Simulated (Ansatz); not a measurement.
Crystal: TaN.

```xyz
2
Lattice="0.0000 2.2113 2.2113 2.2113 0.0000 2.2113 2.2113 2.2113 0.0000" Properties=species:S:1:pos:R:3 pbc="T T T"
Ta    2.2113    2.2113    2.2113
N     0.0000    0.0000    0.0000
```

The cell comes from a database or a generator and needn't be the stable form of this composition.

Base run:

- Program: Ansatz 0.2.0
- Functional: PBEsol
- Potentials or basis: Ansatz PAW
- Cutoff: 420 eV (not typed: the program's choice for these potentials)
- k mesh: 10 × 10 × 10
- Occupations: fermi-dirac, width 0.05 eV
- Spin: no spin polarisation

Its results: band gap on the k mesh none (metal or under the smearing width); pressure -10.7 GPa.

Question: The run is repeated on the same cell with these changes: functional from PBEsol to BLYP. What comes out?

Answer: Band gap on the k mesh none (metal or under the smearing width); pressure 10.3 GPa.

BLYP binds less tightly than PBEsol, so the same cell stands under more pressure.

Caveats: spin-orbit coupling is left out, which moves the levels of the heavy elements; the PAW data sets come from PBE, with cores solved anew for the run's functional, which leaves a small shift of forces and pressure.
